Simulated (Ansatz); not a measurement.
The reference is Sb₂Te₃ in the Bi2Te3 type structure (space group R-3m, No. 166; a = 4.2108 Å, c = 29.1909 Å (hexagonal axes)). Axes: x lies along a and z along c of the hexagonal cell.

All numbers come from PBEsol-D3(BJ) (Ansatz, a first-principles code, PAW, scalar-relativistic without spin-orbit coupling), earlier PAW set.

Before the change:

The pressure is 0.0 GPa.

Perturbation: tensile biaxial strain of 2.28 % in the plane normal to [001], as in epitaxy on a mismatched substrate; the out-of-plane cell vector and the atoms relax.

Problem. How does this affect the energy relative to the base?

Solution. The energy grows by 6.9 meV/atom.

Problem. What happens to the pressure?

Solution. The pressure (mean of the normal stresses, compression positive) goes from zero to -1.1 GPa.

No phonon test of stability was made. The final runs are not spin-polarised. Gaps under 0.05 eV, about the width of the smearing, are given as zero.
